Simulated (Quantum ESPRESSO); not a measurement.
Crystal: AlRu.

```
Ru Al
1.0
     2.99160    0.00000    0.00000
     0.00000    2.99160    0.00000
     0.00000    0.00000    2.99160
Ru Al
1 1
Direct
  0.49700 0.51102 0.48780
  0.99568 0.99117 0.01002
```

The cell isn't the ideal one: atoms moved at random, drawn with an rms of 0.05 Å.

Below is the output of Quantum ESPRESSO 7.5 for this cell. Logs are shortened: lines on timing, memory, paths and dates and some standing lists are left out, and cuts for length are marked.

```text
This program is part of the open-source Quantum ESPRESSO suite
     for quantum simulation of materials; please cite
[... 10 lines left out ...]
     --------------------
     sticks:   dense  smooth     PW     G-vecs:    dense   smooth      PW
     Sum         917     457    145                20815     7249    1357

     Using Slab Decomposition

     bravais-lattice index     =            0
     lattice parameter (alat)  =       5.6533  a.u.
     unit-cell volume          =     180.6788 (a.u.)^3
     number of atoms/cell      =            2
     number of atomic types    =            2
     number of electrons       =        19.00
     number of Kohn-Sham states=           16
     kinetic-energy cutoff     =      45.0000  Ry
     charge density cutoff     =     360.0000  Ry
     scf convergence threshold =      4.0E-10
     mixing beta               =       0.5000
     number of iterations used =            8  plain     mixing
     Exchange-correlation= SLA  PW   PSX  PSC
                           (   1   4  10   8   0   0   0)

     celldm(1)=   5.653305  celldm(2)=   0.000000  celldm(3)=   0.000000
     celldm(4)=   0.000000  celldm(5)=   0.000000  celldm(6)=   0.000000

     crystal axes: (cart. coord. in units of alat)
               a(1) = (   1.000000   0.000000   0.000000 )
               a(2) = (   0.000000   1.000000   0.000000 )
               a(3) = (   0.000000   0.000000   1.000000 )

     reciprocal axes: (cart. coord. in units 2 pi/alat)
               b(1) = (  1.000000  0.000000  0.000000 )
               b(2) = (  0.000000  1.000000  0.000000 )
               b(3) = (  0.000000  0.000000  1.000000 )

     PseudoPot. # 1 for Ru read from file:
     ru_pbesol_v1.2.uspp.F.UPF
     Pseudo is Ultrasoft + core correction, Zval = 16.0
     Generated by new atomic code, or converted to UPF format
     Using radial grid of  967 points,  6 beta functions with:
                l(1) =   0
                l(2) =   0
                l(3) =   1
                l(4) =   1
                l(5) =   2
                l(6) =   2
     Q(r) pseudized with  8 coefficients,  rinner =    1.300   1.300   1.300
                                                       1.300   1.300

     PseudoPot. # 2 for Al read from file:
     al_pbesol_v1.uspp.F.UPF
     Pseudo is Ultrasoft + core correction, Zval =  3.0
     Generated by new atomic code, or converted to UPF format
     Using radial grid of  893 points,  3 beta functions with:
                l(1) =   0
                l(2) =   1
                l(3) =   2
     Q(r) pseudized with  8 coefficients,  rinner =    0.900   0.900   0.900
                                                       0.900   0.900

     atomic species   valence    mass     pseudopotential
     Ru               16.00   101.07000     Ru( 1.00)
     Al                3.00    26.98150     Al( 1.00)

     No symmetry found

   Cartesian axes

     site n.     atom                  positions (alat units)
         1        Ru     tau(   1) = (   0.4970030   0.5110170   0.4878020  )
         2        Al     tau(   2) = (  -0.0043240  -0.0088300   0.0100190  )

     number of k points=   365  Fermi-Dirac smearing, width (Ry)=  0.0037

     Number of k-points >= 100: set verbosity='high' to print them.

     Dense  grid:    20815 G-vectors     FFT dimensions: (  36,  36,  36)

     Smooth grid:     7249 G-vectors     FFT dimensions: (  25,  25,  25)

     Initial potential from superposition of free atoms

     starting charge      17.9976, renormalised to      19.0000

     negative rho (up, down):  7.496E-02 0.000E+00
     Starting wfcs are   17 randomized atomic wfcs

     Self-consistent Calculation

     iteration #  1     ecut=    45.00 Ry     beta= 0.50
     Davidson diagonalization with overlap
     ethr =  1.00E-02,  avg # of iterations =  4.3

     negative rho (up, down):  7.507E-02 0.000E+00

     total energy              =    -200.03170664 Ry
     estimated scf accuracy    <       2.32178380 Ry

     iteration #  2     ecut=    45.00 Ry     beta= 0.50
     Davidson diagonalization with overlap
     ethr =  1.00E-02,  avg # of iterations =  2.0

     negative rho (up, down):  7.396E-02 0.000E+00

     total energy              =    -200.61972222 Ry
     estimated scf accuracy    <       2.12018123 Ry
[... 64 lines left out ...]
     iteration # 10     ecut=    45.00 Ry     beta= 0.50
     Davidson diagonalization with overlap
     ethr =  1.30E-10,  avg # of iterations =  2.1

     negative rho (up, down):  7.331E-02 0.000E+00

     total energy              =    -201.00014422 Ry
     estimated scf accuracy    <          3.8E-09 Ry

     iteration # 11     ecut=    45.00 Ry     beta= 0.50
     Davidson diagonalization with overlap
     ethr =  1.99E-11,  avg # of iterations =  2.0

     negative rho (up, down):  7.331E-02 0.000E+00

     End of self-consistent calculation

     Number of k-points >= 100: set verbosity='high' to print the bands.

     the Fermi energy is    16.0032 ev

!    total energy              =    -201.00014422 Ry
     estimated scf accuracy    <          6.6E-11 Ry
     smearing contrib. (-TS)   =      -0.00110268 Ry
     internal energy E=F+TS    =    -200.99904154 Ry

     The total energy is F=E-TS. E is the sum of the following terms:
     one-electron contribution =     -69.40030243 Ry
     hartree contribution      =      45.20030823 Ry
     xc contribution           =     -30.21385083 Ry
     ewald contribution        =    -146.58519651 Ry

     convergence has been achieved in  11 iterations

     negative rho (up, down):  7.331E-02 0.000E+00

     Forces acting on atoms (cartesian axes, Ry/au):

     atom    1 type  1   force =    -0.00121046   -0.01790227    0.01998062
     atom    2 type  2   force =     0.00121046    0.01790227   -0.01998062

     Total force =     0.037978     Total SCF correction =     0.000003

     Computing stress (Cartesian axis) and pressure

     negative rho (up, down):  7.331E-02 0.000E+00
          total   stress  (Ry/bohr**3)                   (kbar)     P=      -28.34
  -0.00017769   0.00000254  -0.00000284          -26.14        0.37       -0.42
   0.00000254  -0.00019765  -0.00004186            0.37      -29.07       -6.16
  -0.00000284  -0.00004186  -0.00020263           -0.42       -6.16      -29.81

=------------------------------------------------------------------------------=
   JOB DONE.
=------------------------------------------------------------------------------=
```

Write the input and the command behind it.

Single point with PBEsol, no spin polarisation. The files as run (others can give the same):

pw.in
```
&CONTROL
  calculation = 'scf'
  prefix = 'pwscf'
  outdir = './tmp'
  pseudo_dir = './pseudo'
  tprnfor = .true.
  tstress = .true.
  disk_io = 'nowf'
/
&SYSTEM
  ibrav = 0
  nat = 2
  ntyp = 2
  ecutwfc = 45
  ecutrho = 360
  nbnd = 16
  occupations = 'smearing'
  smearing = 'fd'
  degauss = 0.00367493
/
&ELECTRONS
  conv_thr = 4d-10
  electron_maxstep = 120
  mixing_beta = 0.5
/
ATOMIC_SPECIES
Ru   101.0700 ru_pbesol_v1.2.uspp.F.UPF
Al    26.9815 al_pbesol_v1.uspp.F.UPF
CELL_PARAMETERS angstrom
   2.9916000000    0.0000000000    0.0000000000
   0.0000000000    2.9916000000    0.0000000000
   0.0000000000    0.0000000000    2.9916000000
ATOMIC_POSITIONS crystal
Ru     0.4970030000    0.5110170000    0.4878020000
Al    -0.0043240000   -0.0088300000    0.0100190000
K_POINTS automatic
9 9 9 0 0 0
```

Potentials or basis: GBRV 1.5 PBEsol.
Run with:
```sh
$ OMP_NUM_THREADS=1 mpirun -n 2 pw.x -nk 2 -in pw.in > pw.out
```
